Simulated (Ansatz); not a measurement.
Crystal: HfN.

```xyz
4
Lattice="3.1339 0.0000 0.0000 -1.5670 2.7140 0.0000 0.0000 0.0000 5.4168" Properties=species:S:1:pos:R:3 pbc="T T T"
Hf    0.0000    1.8094    1.3542
Hf    1.5670    0.9047    4.0626
N     0.0000    0.0000    2.7084
N     0.0000    0.0000    0.0000
```

The cell comes from a database or a generator and needn't be the stable form of this composition.

Base run:

| Quantity | Value |
| --- | --- |
| Program | Ansatz 0.2.0 |
| Functional | PBEsol |
| Potentials or basis | all-electron LAPW, relativistic spinors |
| Cutoff | 316 eV |
| Density cutoff | 1262 eV |
| Basis error allowed | 0.002 eV/atom |
| k mesh | 8 × 8 × 4 |
| Occupations | fermi-dirac, width 0.05 eV |
| Spin | spin-orbit coupling, no magnetisation |

Its results: pressure -2.6 GPa.

Problem. The run is repeated on the same cell with these changes: potentials or basis from all-electron LAPW, relativistic spinors to all-electron LAPW, scalar-relativistic; spin from spin-orbit coupling, no magnetisation to no spin polarisation. What comes out?

Solution. Pressure -2.1 GPa.

Caveats: the k mesh is thin for a metal, which can move the energy by tens of meV per atom.

Not every run made on this cell is shown here.
